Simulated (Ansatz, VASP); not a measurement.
# Ga in VASP and in Ansatz

Contents of INCAR:

```
SYSTEM = Ga
ALGO = Normal ; EDIFF = 1E-7
ENCUT = 520 ; GGA = PS
ISIF = 2 ; ISMEAR = 0
LASPH = .True. ; LCHARG = .False.
LREAL = .False. ; LWAVE = .False.
NBANDS = 12 ; NELM = 100
PREC = Accurate ; SIGMA = 0.1
```

The input KPOINTS:

```
k-points
0
Gamma
  20 20 20
  0 0 0
```

Contents of POSCAR:

```
Ga
1.0
   -1.4891666400      1.4891666400      2.1636011400
    1.4891666400     -1.4891666400      2.1636011400
    1.4891666400      1.4891666400     -2.1636011400
Ga
1
Direct
    0.0000000000      0.0000000000      0.0000000000
```

Input for Ansatz:

```yaml
crystal:
  lattice:
    - [-1.48916664, 1.48916664, 2.16360114]
    - [1.48916664, -1.48916664, 2.16360114]
    - [1.48916664, 1.48916664, -2.16360114]
  atoms:
    - { symbol: Ga, position: [0.0, 0.0, 0.0] }
basis:
  ecutwfc: 420
kpoints:
  mp_grid: { grid: [20, 20, 20] }
hamiltonian:
  xc: pbesol
scf:
  occupations: { method: gaussian, width: 0.1 }
output:
  forces: true
  stress: true
  eigenvalues: true
  populations: true
```

Alike in both runs: task single point; functional PBEsol; k mesh 20 × 20 × 20; occupations gaussian, width 0.1 eV; no spin polarisation.

|  | VASP | Ansatz |
| --- | --- | --- |
| version | VASP 6.6.1 | Ansatz 0.2.0 |
| potentials or method | VASP PAW PBE potentials, release 64 (Ga_d) | scalar-relativistic, plane waves, PAW |
| plane-wave cutoff (eV) | 520 | 420 |
| valence electrons in the cell | 13 | 13 |

|  | VASP | Ansatz | Ansatz less VASP |
| --- | --- | --- | --- |
| gap on the k mesh at the Fermi level (eV) | none | none | - |
| pressure (GPa) | -3.9 | -4.0 | -0.04 |
| largest component of the traceless stress (GPa) | 0.18 | 0.18 | -0.001 |

A gap of «none» marks a metal or a gap that the smearing closes.

Caveats: the PAW data sets were made with another functional, which shifts forces and pressure a little (VASP).
